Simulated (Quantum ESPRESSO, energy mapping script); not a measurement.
Computed results, one entry a study.

```json
{"subject": "MnS: energy mapping under PBE+U (4 eV), QE, GBRV", "lattice_ang": [[0.0, -2.6045, -2.6045], [-2.6045, 0.0, -2.6045], [2.6045, 2.6045, -5.209]], "atoms": [["Mn", 0.5, 0.5, 0.5], ["Mn", 0.0, 0.0, 0.0], ["S", 0.75, 0.75, 0.75], ["S", 0.25, 0.25, 0.25]], "method": "PBE with U = 4 eV on Mn d, ortho-atomic projectors, GBRV potentials (and 1 further level or step)", "program": "Quantum ESPRESSO 7.5 and energy mapping script 1", "settings_of_one_run": "cutoff 612.26 eV, 7×7×7 k-mesh, Fermi-Dirac occupations, smearing width 0.05 eV, collinear spin, GBRV 1.5 ultrasoft, starting moments 4.5 -4.5 0 0 μB", "notes": "The database entry behind the starting cell differs from later determinations by our own check (an axis about 0.2 % short against later determinations). Level: PBE with U = 4 eV on Mn d, ortho-atomic projectors, Quantum ESPRESSO with GBRV potentials. Strain in the xy plane +0 %. The state is antiferromagnetic; only a few collinear orders were tried. Couplings are for E = −Σ J e·e over ordered pairs of unit vectors. The straight metal–ligand–metal path outweighs the right-angled one, the pattern expected of superexchange through one ligand p orbital, which these runs do not test. The classical value and the one scaled by (S+1)/S differ by a factor of 1.4, so closeness of either to the measured temperature is partly a matter of convention.", "results": {"lowest_order_tried": "compensated +− in cell A", "largest_fitted_value_mn_mn_at_5p21_a": "-3.49 meV", "ordering_temperature_mean_field": "125 K", "heat_capacity_peak_monte_carlo": "74 K"}}
```

[Logs and program files are shortened in this print: banners, set-up blocks, solver, clock and traceback lines can be left out without a mark of their own.]

[Logs are printed without paths, hosts, clocks, repeated set-up lines and the standing remarks that a program may print on its own settings, such as how far it seeks lower states.]

[Hosts, paths, dates, database ids (printed as entryN), source tags and the programs' standing remarks are cut or masked in the printed files.]

[Where a cell is said to come from a database of computed structures, the database is the Materials Project.]
